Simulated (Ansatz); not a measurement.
Polymorphs of SbSe₅

These are results of Ansatz, DFT PBE, scalar-relativistic, plane waves, PAW, not measurements. Settings: cutoff 420 eV, Γ-centred meshes spaced at most about 0.3 Å⁻¹, and about 0.25 Å⁻¹ or finer for metals (2π included), Gaussian smearing. No spin polarisation.

Energies over the elements count from the elements' standard structures at the same level, with no fitted energy shifts.

These are static total energies at zero pressure. Larger cells and other orderings weren't all tried, so the list isn't exhaustive. The k mesh leaves some 4 meV/atom of noise in the energy of each metallic cell. No dispersion correction is applied, so the spacing and binding between layers, chains or molecules are poorly described (P-3m1), and this can change margins and order among such cells. Spin–orbit coupling, which can matter for Sb, is left out. In P-3m1, R-3m, C2/m, R3m, Immm an odd number of electrons in the primitive cell allows no gap without spin; a larger cell or a magnetic state could open one. The reference form of Se is held partly by dispersion forces, which this level lacks.

Invented guesses were relaxed alike, and ends that match in structure were merged. ΔE counts from the first row. Coordination counts Se atoms around Sb (those within 1.25 times the shortest such distance or 1.15 times the sum of covalent radii; a plus sign parts nearer from farther groups).

| # | reached from | type and space group | atoms | Å³/atom | coordination | ΔE (meV/atom) | gap on mesh (eV) |
| --- | --- | --- | --- | --- | --- | --- | --- |
| 1 | a cell proposed by chemical analogy | P-3m1 (No. 164) | 6 | 28.1 | Sb 6 | 0 | 0.00 |
| 2 | random cell | R-3m (No. 166) | 6 | 29.4 | Sb 6+2 | 94 | 0.00 |
| 3 | random cell | C2/m (No. 12) | 6 | 29.7 | Sb 8 | 138 | 0.00 |
| 4 | random cell | R3m (No. 160) | 6 | 48.0 | Sb 3+1 | 140 | 0.00 |
| 5 | random cell | Immm (No. 71) | 6 | 28.8 | Sb 6 | 151 | 0.00 |

The lowest: Space group P-3m1 (No. 164), trigonal, a = 3.826 Å, c = 13.277 Å. Around Sb lie 6 Se at 2.79 Å; Se on a site of symmetry 3m has 3 Sb at 2.79 Å; Se on a second site of symmetry 3m is surrounded by 3 Se at 2.69 Å; Se on a site of symmetry -3m is surrounded by 6 Se at 2.69 Å. Its energy over the elements is +0.01 eV/atom. The formation energy is too near zero to say whether this cell lies below the elements. An observed structure of this formula, if there is one, may be missing.

```cif
data_structure
_symmetry_space_group_name_H-M 'P 1'
_symmetry_Int_Tables_number 1
_cell_length_a 3.8262
_cell_length_b 3.8262
_cell_length_c 13.2766
_cell_angle_alpha 90.000
_cell_angle_beta 90.000
_cell_angle_gamma 120.000
_cell_volume 168.33
loop_
_atom_site_label
_atom_site_type_symbol
_atom_site_fract_x
_atom_site_fract_y
_atom_site_fract_z
_atom_site_occupancy
Sb1 Sb 0.00000 0.00000 0.00000 1
Se1 Se 0.33333 0.66667 0.12807 1
Se2 Se 0.66667 0.33333 0.87193 1
Se3 Se 0.33333 0.66667 0.61594 1
Se4 Se 0.00000 0.00000 0.50000 1
Se5 Se 0.66667 0.33333 0.38406 1
```

The second: Space group R-3m (No. 166), trigonal, a = 7.491 Å, c = 10.886 Å. Sb has 6 Se at 2.82 Å and 2 Se at 3.31 Å; Se on a site of symmetry 2/m has 2 Se at 2.63 Å and 2 Sb at 2.82 Å; Se on a site of symmetry 3m has 3 Se at 2.63 Å and 1 Sb at 3.31 Å. Counting Se atoms around Sb, the first has Sb 6 and the second has Sb 6+2. The second holds Se–Se nets (shortest 2.63 Å); in the first the shortest Se–Se distance is 2.69 Å, near bonding range too. Cells relaxed within their symmetry can be saddle points. Some candidate types were left out of the draw beforehand, so a known form may be missing.
